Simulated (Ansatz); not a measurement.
Relaxed (111) slab cut from AlP (space group F-43m (No. 216)); the slab's formula is AlP, its outer planes Al (top) and P (bottom):

```
CELL_PARAMETERS angstrom
3.86812 0.00000 0.00000
-1.93406 3.34989 0.00000
0.00000 0.00000 25.26449
ATOMIC_POSITIONS crystal
P 0.00000 0.00000 0.30100
Al 0.33333 0.66667 0.32597
P 0.33333 0.66667 0.42345
Al 0.66667 0.33333 0.45172
P 0.66667 0.33333 0.54814
Al 0.00000 0.00000 0.57673
P 0.00000 0.00000 0.67395
Al 0.33333 0.66667 0.69905
```

All numbers below come from DFT PBEsol, scalar-relativistic, plane waves, PAW in Ansatz 0.2.0. Cutoff 420 eV; k points 9×9×1 on the computed 8-atom cell (Γ-centred); Gaussian smearing, width 0.05 eV; no spin polarisation. The cell repeats along c with a dipole correction in the vacuum.

The potential is the smooth part; its values at the atoms depend on the PAW datasets.

Task: How does the plane-averaged electrostatic potential energy of an electron run along c, counted from the Fermi level?

Result: z (Å), V (eV) and a bar:
```
     2.81       6.08 ##############################
     3.09       6.08 ##############################
     3.37       6.08 ##############################
     3.65       6.08 ##############################
     3.93       6.08 ##############################
     4.21       6.07 ##############################
     4.49       6.07 ##############################
     4.77       6.06 ##############################
     5.05       6.05 ##############################
     5.33       6.01 ##############################
     5.61       5.94 ##############################
     5.90       5.77 ##############################
     6.18       5.40 #############################
     6.46       4.58 ############################
     6.74       2.84 #########################
     7.02      -0.94 ###################
     7.30      -5.97 ###########
     7.58      -9.64 #####
     7.86      -9.74 ####
     8.14      -6.62 ##########
     8.42      -3.43 ###############
     8.70      -1.58 ##################
     8.98       0.65 #####################
     9.26       2.61 ########################
     9.54       3.10 #########################
     9.83       2.02 #######################
    10.11      -1.45 ##################
    10.39      -6.28 ##########
    10.67      -9.85 ####
    10.95     -10.33 ####
    11.23      -7.41 ########
    11.51      -4.27 #############
    11.79      -2.67 ################
    12.07      -0.86 ###################
    12.35       1.32 ######################
    12.63       2.24 ########################
    12.91       1.62 #######################
    13.19      -1.21 ##################
    13.47      -5.96 ###########
    13.76      -9.92 ####
    14.04     -11.25 ##
    14.32      -8.90 ######
    14.60      -5.50 ###########
    14.88      -3.68 ##############
    15.16      -2.09 #################
    15.44       0.15 ####################
    15.72       1.46 #######################
    16.00       1.25 ######################
    16.28      -0.86 ###################
    16.56      -5.45 ###########
    16.84     -10.23 ####
    17.12     -12.53
    17.40     -10.87 ###
    17.69      -7.18 #########
    17.97      -4.63 #############
    18.25      -2.75 ################
    18.53      -0.34 ####################
    18.81       1.37 ######################
    19.09       2.27 ########################
    19.37       2.76 #########################
    19.65       3.02 #########################
    19.93       3.16 #########################
    20.21       3.24 #########################
    20.49       3.28 #########################
    20.77       3.30 ##########################
    21.05       3.31 ##########################
    21.33       3.32 ##########################
    21.62       3.32 ##########################
    21.90       3.32 ##########################
    22.18       3.32 ##########################
    22.46       3.32 ##########################
```

The vacuum level lies 3.32 eV (top face) and 6.08 eV (bottom face) above the Fermi level.